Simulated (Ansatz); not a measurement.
# CoSn: biaxial strain in the a-b plane

An exercise on one series of results from a longer session: the logs are not shown, and one member is left open.

Method: DFT PBEsol, scalar-relativistic, plane waves, PAW, in Ansatz 0.2.0.

2 further runs of the same task are left out: 2 set aside as unsound or not needed.

### Starting point

The structure is hexagonal, space group P6/mmm (No. 191). The conventional cell has a = 5.220 Å, b = 5.220 Å, c = 4.168 Å, α = 90.00°, β = 90.00°, γ = 120.00°. Co (site symmetry mmm) has 6 Sn at 2.57 to 2.61 Å and 4 Co at 2.61 Å as nearest neighbours. Sn (site symmetry -6m2) is surrounded by 6 Co at 2.57 Å. Around Sn (site symmetry 6/mmm) lie 6 Co at 2.61 Å.

Coordinates:

```cif
data_structure
_symmetry_space_group_name_H-M 'P 1'
_symmetry_Int_Tables_number 1
_cell_length_a 5.2197
_cell_length_b 5.2197
_cell_length_c 4.1685
_cell_angle_alpha 90.000
_cell_angle_beta 90.000
_cell_angle_gamma 120.000
_cell_volume 98.36
loop_
_atom_site_label
_atom_site_type_symbol
_atom_site_fract_x
_atom_site_fract_y
_atom_site_fract_z
_atom_site_occupancy
Co1 Co 0.00000 0.50000 0.00000 1
Co2 Co 0.50000 0.50000 0.00000 1
Co3 Co 0.50000 0.00000 0.00000 1
Sn1 Sn 0.66667 0.33333 0.50000 1
Sn2 Sn 0.33333 0.66667 0.50000 1
Sn3 Sn 0.00000 0.00000 0.00000 1
```

It goes back to an entry of the Materials Project.

It is the result of an earlier relaxation at this level (volume 16.39 Å³/atom; gap on the mesh: none (metal)).

The unstrained cell was computed beforehand with the same settings: E(σ→0) = -33129.2357 eV for 6 atoms, gap none (metal).

Set-up of the first run:

Contents of input.yaml:

```yaml
crystal:
  lattice:
    - [5.1153214985, 0.0, 0.0]
    - [-2.5576607492, 4.4299983662, 0.0]
    - [0.0, 0.0, 4.21849355]
  atoms:
    - { symbol: Co, position: [0.0, 0.5, 0.0] }
    - { symbol: Co, position: [0.5, 0.5, 0.0] }
    - { symbol: Co, position: [0.5, 0.0, 0.0] }
    - { symbol: Sn, position: [0.6666666667, 0.3333333333, 0.5] }
    - { symbol: Sn, position: [0.3333333333, 0.6666666667, 0.5] }
    - { symbol: Sn, position: [0.0, 0.0, 0.0] }
basis:
  ecutwfc: 420
kpoints:
  mp_grid: { grid: [12, 12, 8] }
hamiltonian:
  xc: pbesol
scf:
  occupations: { method: gaussian, width: 0.1 }
output:
  forces: true
  stress: true
  eigenvalues: true
relax:
  adjacent_minimum: "off"
  f_tol: 0.008
  max_steps: 40
  cell: { stress_tol: 0.015, fix: [a, b, gamma] }
```

The run is started by

```bash
ansatz run input.yaml --threads 1 --pin off --max-ram 2560MiB --backend cpu --events-out ev --progress --plain --runs-dir out
```

Steps of the session up to this table: At -2.0 %; Strain +2.0 %; At -4.0 %; The cell strained by +4.0 %; The cell strained by -6.0 %; The cell strained by +6.0 %.

One of the session's tables, all rows but one given; the rest of the session is left out.

Lengths are those of the vectors of the cell that was run; stresses in GPa:

```
strain (%)  ΔE (meV/atom)  a (Å)  b (Å)  c (Å)
      -6.0          147.9  4.907  4.907  4.315
      -4.0           61.9  5.011  5.011  4.261
      -2.0              ?      ?      ?      ?
      +0.0            0.0  5.220  5.220  4.168
      +2.0           12.4  5.324  5.324  4.127
      +4.0           46.7  5.429  5.429  4.087
      +6.0           98.2  5.533  5.533  4.045
```

**Question.** Estimate the row for strain (%) = -2.0.

Worked estimate for «ΔE (meV/atom)». A straight line through the neighbours (-4.0, 61.9) and (0.0, 0.0) gives 61.9 + (0.0 − 61.9) × (-2.0 + 4.0) / (0.0 + 4.0) = 30.9; a parabola fitted to 4 rows on both sides gives 14.6.

**Answer.** ΔE (meV/atom): 14.7; a (Å): 5.115; b (Å): 5.115; c (Å): 4.213. In «ΔE (meV/atom)» the line misses by +16.2 and the parabola by -0.1.

ΔE is over the unstrained cell. Stress in GPa, positive in compression, on the Cartesian axes of the input. 

Caveats from the session: The final runs have no spin polarisation, so no magnetic state was tried and one may lie lower.
